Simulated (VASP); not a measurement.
# Li (Im-3m) in VASP: a series of runs

One crystal, Li, is run at these levels: PBE; tasks: relaxation of cell and atoms, single point.

Everything below comes from runs of VASP 6.6.1. Logs are shortened: lines on timing, memory, paths and dates and some standing lists are left out, and cuts for length are marked.

**1. Starting point**

Symmetry: Im-3m, No. 229, cubic system. Conventional cell: a = 3.439 Å, b = 3.439 Å, c = 3.439 Å, α = 90.00°, β = 90.00°, γ = 90.00°. Li (site symmetry m-3m) has 8 Li at 2.98 Å as nearest neighbours.

**2. Relaxation of cell and atoms, PBE**

INCAR

```
  PREC = Accurate
  ENCUT = 600
  EDIFF = 1E-6
  ISMEAR = 0
  SIGMA = 0.1
  LREAL = False
  LASPH = True
  NELM = 60
  ALGO = Fast
  ISIF = 3
  LWAVE = False
  LCHARG = False
  GGA = PE
  IBRION = 2
  NSW = 40
  EDIFFG = -0.01
```

KPOINTS

```
regular mesh
0
Gamma
  13 13 13
```

POSCAR

```
Li
1.0
   -1.7196562300      1.7196562300      1.7196562300
    1.7196562300     -1.7196562300      1.7196562300
    1.7196562300      1.7196562300     -1.7196562300
Li
1
Direct
    0.0000000000      0.0000000000      0.0000000000
```

Potentials or basis: VASP PAW PBE potentials, release 64 (Li_sv).

The run is started by

```sh
cat potpaw_PBE.64/Li_sv/POTCAR > POTCAR
mpirun -np 1 vasp_std > vasp.out
```

OUTCAR:

```text
PREC = Accurate
   ENCUT = 600
   EDIFF = 1E-6
   ISMEAR = 0
   LREAL = False
   LASPH = True
   NELM = 60
   ISIF = 3
   GGA = PE
   IBRION = 2
   NSW = 40
   EDIFFG = -0.01

 ion  position               nearest neighbor table
   1  0.000  0.000  0.000-

  LATTYP: Found a body centered cubic cell.
 ALAT       =     3.4393124600

  Lattice vectors:

 A1 = (  -1.7196562300,   1.7196562300,   1.7196562300)
 A2 = (   1.7196562300,  -1.7196562300,   1.7196562300)
 A3 = (   1.7196562300,   1.7196562300,  -1.7196562300)

Analysis of symmetry for initial positions (statically):
=====================================================================
 Subroutine PRICEL returns:
 Original cell was already a primitive cell.

 Routine SETGRP: Setting up the symmetry group for a
 body centered cubic supercell.

 Subroutine GETGRP returns: Found 48 space group operations
 (whereof 48 operations were pure point group operations)
 out of a pool of 48 trial point group operations.

The static configuration has the point symmetry O_h .

Analysis of symmetry for dynamics (positions and initial velocities):
=====================================================================
 Subroutine PRICEL returns:
 Original cell was already a primitive cell.

 Routine SETGRP: Setting up the symmetry group for a
 body centered cubic supercell.

 Subroutine GETGRP returns: Found 48 space group operations
 (whereof 48 operations were pure point group operations)
 out of a pool of 48 trial point group operations.

The dynamic configuration has the point symmetry O_h .

 Subroutine INISYM returns: Found 48 space group operations
 (whereof 48 operations are pure point group operations),
 and found     1 'primitive' translations

----------------------------------------------------------------------------------------

                                     Primitive cell

  volume of cell :      20.3416

  direct lattice vectors                    reciprocal lattice vectors
    -1.719656230  1.719656230  1.719656230     0.000000000  0.290755787  0.290755787
     1.719656230 -1.719656230  1.719656230     0.290755787  0.000000000  0.290755787
     1.719656230  1.719656230 -1.719656230     0.290755787  0.290755787  0.000000000

  length of vectors
[... 90 lines left out ...]
   PSTRESS=    0.0 pullay stress
   NELECT =       3.0000    total number of electrons
   NUPDOWN=      -1.0000    fix difference up-down
   EMIN   =  10.00;   EMAX   =-10.00  energy-range for DOS
   EFERMI =   0.00;   METHOD = LEGACY
   ISMEAR =     0;   SIGMA  =   0.10  broadening in eV -4-tet -1-fermi 0-gaus
   EFERMI_NEDOS =   21; number of points for ismear=-14 and -15
   IALGO  =     68    algorithm
   IMIX   =      4    mixing-type and parameters
     AMIX     =   0.40;   BMIX     =  1.00
     AMIX_MAG =   1.60;   BMIX_MAG =  1.00
  volume/ion in A,a.u.               =      20.34       137.27
  Fermi-wavevector in a.u.,A,eV,Ry     =   0.864942  1.634503 10.178852  0.748125
  Thomas-Fermi vector in A             =   1.983113
   LORBIT       =      0    0 simple, 1 ext, 2 COOP (PROOUT), +10 PAW based schemes
   GGA     = PE    functional components
   LHFCALC =     F    Hartree Fock is set to
   AEXX    =    0.0000 exact exchange contribution
   IVDW    =     0    specifies the selected vdW correction
   LEPSILON=     F    determine dielectric tensor
   LRPA    =     F    only Hartree local field effects (RPA)
 conjugate gradient relaxation of ions
 non-spin polarized calculation
 RMM-DIIS sequential band-by-band and
 Gauss-broadening in eV      SIGMA  =   0.10
  energy-cutoff  :      600.00
  volume of cell :       20.34
 maximum number of plane-waves:       695
   NGX = 11   NGY = 11   NGZ = 11

--------------------------------------- Ionic step        1  -------------------------------------------

 number of electron       2.9999999 magnetization

 Free energy of the ion-electron system (eV)
  ---------------------------------------------------
  ext. energy  EPLUGINS =         0.00000000
  ---------------------------------------------------
  free energy    TOTEN  =        -1.90640269 eV

  energy without entropy =       -1.90425207  energy(sigma->0) =       -1.90532738

------------------------ aborting loop because EDIFF is reached ----------------------------------------

  FORCE on cell =-STRESS in cart. coord.  units (eV):
  Direction    XX          YY          ZZ          XY          YZ          ZX
  --------------------------------------------------------------------------------------
  -------------------------------------------------------------------------------------
  Total       -0.0175051     -0.0175051     -0.0175051      0.0000000      0.0000000     -0.0000000
  in kB       -1.3787684     -1.3787684     -1.3787684      0.0000000      0.0000000     -0.0000000
  external PRESSURE =      -1.3787684 kB  Pullay stress =       0.0000000 kB
[... 57 lines left out ...]
--------------------------------------- Ionic step        3  -------------------------------------------

 number of electron       3.0000002 magnetization

 Free energy of the ion-electron system (eV)
  ---------------------------------------------------
  ext. energy  EPLUGINS =         0.00000000
  ---------------------------------------------------
  free energy    TOTEN  =        -1.90657100 eV

  energy without entropy =       -1.90443438  energy(sigma->0) =       -1.90550269

 E-fermi :   0.7009     XC(G=0):  -7.0607

 val. band max:        0.6657705439   @ k =  -0.3846   0.4615   0.0769
 cond. band min:       0.7121027132   @ k =   0.4615   0.0000   0.0000
 fundamental gap:      0.0463321693
 Fermi energy:         0.7009142849

 k-point     1 :       0.0000    0.0000    0.0000
  band No.  band energies     occupation
      1     -45.8723      2.00000
      2      -2.9266      2.00000
      3      15.3174      0.00000
      4      15.3174      0.00000
      5      15.3175      0.00000
[... 177 lines left out ...]
 k-point    24 :       0.2308    0.0769    0.0769
  band No.  band energies     occupation
      1     -45.8578      2.00000
      2      -0.9091      2.00000
      3       7.7252      0.00000
      4      10.6888      0.00000
      5      11.2047      0.00000

 [... further k-points ...]

------------------------ aborting loop because EDIFF is reached ----------------------------------------

  FORCE on cell =-STRESS in cart. coord.  units (eV):
  Direction    XX          YY          ZZ          XY          YZ          ZX
  --------------------------------------------------------------------------------------
  -------------------------------------------------------------------------------------
  Total       -0.0067720     -0.0067720     -0.0067720      0.0000000      0.0000000     -0.0000000
  in kB       -0.5388283     -0.5388283     -0.5388283      0.0000000      0.0000000     -0.0000000
  external PRESSURE =      -0.5388283 kB  Pullay stress =       0.0000000 kB
[... 16 lines left out ...]
  FREE ENERGIE OF THE ION-ELECTRON SYSTEM (eV)
  ---------------------------------------------------
  free  energy   TOTEN  =        -1.9065710034 eV

  energy  without entropy=       -1.9044343846  energy(sigma->0) =       -1.90550269

 reached required accuracy - stopping structural energy minimisation
```

OSZICAR:

```text
N       E                     dE             d eps       ncg     rms          rms(c)
DAV:   1     0.989477895460E+00    0.98948E+00   -0.79359E+02   840   0.460E+02
DAV:   2    -0.171378770105E+01   -0.27033E+01   -0.25455E+01  1200   0.629E+01
DAV:   3    -0.189489943953E+01   -0.18111E+00   -0.18100E+00  1040   0.109E+01
[... 19 lines left out ...]
RMM:   2    -0.190660370700E+01    0.24589E-04   -0.60881E-04   876   0.343E-01    0.771E-02
RMM:   3    -0.190655874866E+01    0.44958E-04   -0.19611E-04   935   0.177E-01    0.154E-03
RMM:   4    -0.190656913628E+01   -0.10388E-04   -0.65360E-05   971   0.825E-02    0.284E-03
RMM:   5    -0.190657197989E+01   -0.28436E-05   -0.13386E-05   880   0.363E-02    0.230E-03
RMM:   6    -0.190657100335E+01    0.97653E-06   -0.30339E-06   737   0.191E-02
   3 F= -.19065710E+01 E0= -.19055027E+01  d E =-.168311E-03
```

CONTCAR:

```text
Li
   1.00000000000000
    -1.7138472689500301    1.7138472689500301    1.7138472689500301
     1.7138472689500301   -1.7138472689500301    1.7138472689500301
     1.7138472689500301    1.7138472689500301   -1.7138472689500301
  Li
     1
Direct
     0.0000000000000000    0.0000000000000000    0.0000000000000000

  0.00000000E+00  0.00000000E+00  0.00000000E+00
```

Wall time 6.8 s (1 thread of Intel Xeon 6975P-C (Granite Rapids), shared host); peak memory 0.13 GiB.

Results:

```
Free energy                            : -1.9066 eV
Relaxed volume                         : 20.14 Å³/atom
Relaxed cell                           : a = 2.968 Å, b = 2.968 Å, c = 2.968 Å, α = 109.47°, β = 109.47°, γ = 109.47°
Space group after relaxing (to 0.05 Å) : Im-3m (No. 229)
Energy gained by relaxing              : 0.2 meV/atom
Ionic steps                            : 3
Pressure after relaxing                : -0.1 GPa
Band gap on the k mesh                 : none (metal or under the smearing width)
```

Step by step:
```csv
step,energy change (eV),largest force (eV/Å),pressure (GPa),volume (Å³)
1,0.0000,0.0000,-0.14,20.34
2,-0.0001,0.0000,-0.17,20.29
3,-0.0002,0.0000,-0.05,20.14
```

Final structure:
```xyz
1
Lattice="-1.7138 1.7138 1.7138 1.7138 -1.7138 1.7138 1.7138 1.7138 -1.7138" Properties=species:S:1:pos:R:3 pbc="T T T"
Li    0.0000    0.0000    0.0000
```

Caveat: the cutoff is under 1.25 times the usual one of these potentials, so pressure, stress and relaxed cells hold a basis-set (Pulay) error.

**3. Single point, PBE**

This run uses another cell than the first one, of 20.14 Å³/atom, 0.990 times its volume.

INCAR

```
PREC = Accurate
ENCUT = 520
EDIFF = 1E-6
ISMEAR = 0
SIGMA = 0.1
LREAL = F
LASPH = T
NELM = 60
ALGO = Fast
ISIF = 2
LWAVE = F
LCHARG = F
GGA = PE
```

KPOINTS

```
Automatic mesh
0
Gamma
  13 13 13
```

POSCAR

```
Li                                      
1.0
   -1.7138472690      1.7138472690      1.7138472690
    1.7138472690     -1.7138472690      1.7138472690
    1.7138472690      1.7138472690     -1.7138472690
  Li            
     1
Direct
     0.0000000000000000    0.0000000000000000    0.0000000000000000
```

Potentials or basis: VASP PAW PBE potentials, release 64 (Li_sv).

The run is started by

```sh
cat potpaw_PBE.64/Li_sv/POTCAR > POTCAR
mpirun -np 1 vasp_std > vasp.out
```

OUTCAR:

```text
PREC = Accurate
   ENCUT = 520
   EDIFF = 1E-6
   ISMEAR = 0
   LREAL = F
   LASPH = T
   NELM = 60
   ISIF = 2
   GGA = PE

 ion  position               nearest neighbor table
   1  0.000  0.000  0.000-

  LATTYP: Found a body centered cubic cell.
 ALAT       =     3.4276945380

  Lattice vectors:

 A1 = (  -1.7138472690,   1.7138472690,   1.7138472690)
 A2 = (   1.7138472690,  -1.7138472690,   1.7138472690)
 A3 = (   1.7138472690,   1.7138472690,  -1.7138472690)

Analysis of symmetry for initial positions (statically):
=====================================================================
 Subroutine PRICEL returns:
 Original cell was already a primitive cell.

 Routine SETGRP: Setting up the symmetry group for a
 body centered cubic supercell.

 Subroutine GETGRP returns: Found 48 space group operations
 (whereof 48 operations were pure point group operations)
 out of a pool of 48 trial point group operations.

The static configuration has the point symmetry O_h .

Analysis of symmetry for dynamics (positions and initial velocities):
=====================================================================
 Subroutine PRICEL returns:
 Original cell was already a primitive cell.

 Routine SETGRP: Setting up the symmetry group for a
 body centered cubic supercell.

 Subroutine GETGRP returns: Found 48 space group operations
 (whereof 48 operations were pure point group operations)
 out of a pool of 48 trial point group operations.

The dynamic configuration has the point symmetry O_h .

 Subroutine INISYM returns: Found 48 space group operations
 (whereof 48 operations are pure point group operations),
 and found     1 'primitive' translations

[... 107 lines left out ...]
   ISMEAR =     0;   SIGMA  =   0.10  broadening in eV -4-tet -1-fermi 0-gaus
   EFERMI_NEDOS =   21; number of points for ismear=-14 and -15
   IALGO  =     68    algorithm
   IMIX   =      4    mixing-type and parameters
     AMIX     =   0.40;   BMIX     =  1.00
     AMIX_MAG =   1.60;   BMIX_MAG =  1.00
  volume/ion in A,a.u.               =      20.14       135.89
  Fermi-wavevector in a.u.,A,eV,Ry     =   0.867874  1.640043 10.247970  0.753205
  Thomas-Fermi vector in A             =   1.986471
   LORBIT       =      0    0 simple, 1 ext, 2 COOP (PROOUT), +10 PAW based schemes
   GGA     = PE    functional components
   LHFCALC =     F    Hartree Fock is set to
   AEXX    =    0.0000 exact exchange contribution
   IVDW    =     0    specifies the selected vdW correction
   LEPSILON=     F    determine dielectric tensor
   LRPA    =     F    only Hartree local field effects (RPA)
 non-spin polarized calculation
 RMM-DIIS sequential band-by-band and
 Gauss-broadening in eV      SIGMA  =   0.10
  energy-cutoff  :      520.00
  volume of cell :       20.14
 maximum number of plane-waves:       555
 NGX is ok and might be reduce to    24
   NGX = 11   NGY = 11   NGZ = 11

 number of electron       3.0000002 magnetization

 Free energy of the ion-electron system (eV)
  ---------------------------------------------------
  ext. energy  EPLUGINS =         0.00000000
  ---------------------------------------------------
  free energy    TOTEN  =        -1.90665081 eV

  energy without entropy =       -1.90451447  energy(sigma->0) =       -1.90558264

 E-fermi :   0.7013     XC(G=0):  -7.0608

 val. band max:        0.6661143477   @ k =  -0.3846   0.4615   0.0769
 cond. band min:       0.7122809193   @ k =   0.4615   0.0000   0.0000
 fundamental gap:      0.0461665716
 Fermi energy:         0.7012713414

 k-point     1 :       0.0000    0.0000    0.0000
  band No.  band energies     occupation
      1     -45.8816      2.00000
      2      -2.9257      2.00000
      3      15.3175      0.00000
      4      15.3175      0.00000
      5      15.3176      0.00000
[... 177 lines left out ...]
 k-point    24 :       0.2308    0.0769    0.0769
  band No.  band energies     occupation
      1     -45.8671      2.00000
      2      -0.9084      2.00000
      3       7.7257      0.00000
      4      10.6888      0.00000
      5      11.2061      0.00000

 [... further k-points ...]

------------------------ aborting loop because EDIFF is reached ----------------------------------------

  FORCE on cell =-STRESS in cart. coord.  units (eV):
  Direction    XX          YY          ZZ          XY          YZ          ZX
  --------------------------------------------------------------------------------------
  -------------------------------------------------------------------------------------
  Total        0.0028814      0.0028814      0.0028814      0.0000000      0.0000000     -0.0000000
  in kB        0.2292658      0.2292658      0.2292658      0.0000000      0.0000000     -0.0000000
  external PRESSURE =       0.2292658 kB  Pullay stress =       0.0000000 kB

 VOLUME and BASIS-vectors are now :
 -----------------------------------------------------------------------------
  energy-cutoff  :      520.00
  volume of cell :       20.14
      direct lattice vectors                 reciprocal lattice vectors
    -1.713847269  1.713847269  1.713847269     0.000000000  0.291741282  0.291741282
     1.713847269 -1.713847269  1.713847269     0.291741282  0.000000000  0.291741282
     1.713847269  1.713847269 -1.713847269     0.291741282  0.291741282  0.000000000

 POSITION                                       TOTAL-FORCE (eV/Angst)
 -----------------------------------------------------------------------------------
      0.00000      0.00000      0.00000         0.000000      0.000000     -0.000000
 -----------------------------------------------------------------------------------
    total drift:                               -0.000000      0.000000     -0.000000

  FREE ENERGIE OF THE ION-ELECTRON SYSTEM (eV)
  ---------------------------------------------------
  free  energy   TOTEN  =        -1.9066508102 eV

  energy  without entropy=       -1.9045144733  energy(sigma->0) =       -1.90558264
```

OSZICAR:

```text
N       E                     dE             d eps       ncg     rms          rms(c)
DAV:   1     0.396036107253E+00    0.39604E+00   -0.69640E+02   855   0.421E+02
DAV:   2    -0.181147506086E+01   -0.22075E+01   -0.20987E+01  1190   0.566E+01
DAV:   3    -0.190632801565E+01   -0.94853E-01   -0.94625E-01  1040   0.823E+00
DAV:   4    -0.190822943050E+01   -0.19014E-02   -0.18994E-02  1095   0.114E+00
DAV:   5    -0.190825942601E+01   -0.29996E-04   -0.29995E-04  1065   0.109E-01    0.211E-01
RMM:   6    -0.190714976283E+01    0.11097E-02   -0.15789E-04  1172   0.109E-01    0.127E-01
RMM:   7    -0.190662935211E+01    0.52041E-03   -0.78095E-04  1279   0.223E-01    0.231E-02
RMM:   8    -0.190664853293E+01   -0.19181E-04   -0.13325E-04  1310   0.103E-01    0.371E-03
RMM:   9    -0.190665346779E+01   -0.49349E-05   -0.62451E-05  1344   0.691E-02    0.528E-03
RMM:  10    -0.190665070950E+01    0.27583E-05   -0.18248E-05  1258   0.378E-02    0.138E-02
RMM:  11    -0.190665081025E+01   -0.10075E-06   -0.74552E-06  1052   0.241E-02
   1 F= -.19066508E+01 E0= -.19055826E+01  d E =-.213634E-02
```

stdout:

```text
POSCAR found type information on POSCAR Li
 POSCAR found :  1 types and       1 ions
 scaLAPACK will be used
 LDA part: xc-table for (Slater+PW92), standard interpolation
 POSCAR, INCAR and KPOINTS ok, starting setup
 FFT: planning ... GRIDC
 FFT: planning ... GRID_SOFT
 FFT: planning ... GRID
 WAVECAR not read
 entering main loop
```

Run time: 4 s. Hardware: 1 thread of Intel Xeon 6975P-C (Granite Rapids), shared host; peak memory 0.13 GiB.

What came out:

| Item | Value |
| --- | --- |
| Free energy | -1.9067 eV |
| Band gap on the k mesh | none (metal or under the smearing width) |

Levels at points of the mesh, in eV from the Fermi level:
| k point | band 1 | band 2 | band 3 | band 4 | band 5 |
| --- | --- | --- | --- | --- | --- |
| (0.00, 0.00, 0.00) | -46.58 | -3.63 | 14.62 | 14.62 | 14.62 |

Caveat: the cutoff is under 1.25 times the usual one of these potentials, so pressure, stress and relaxed cells hold a basis-set (Pulay) error.
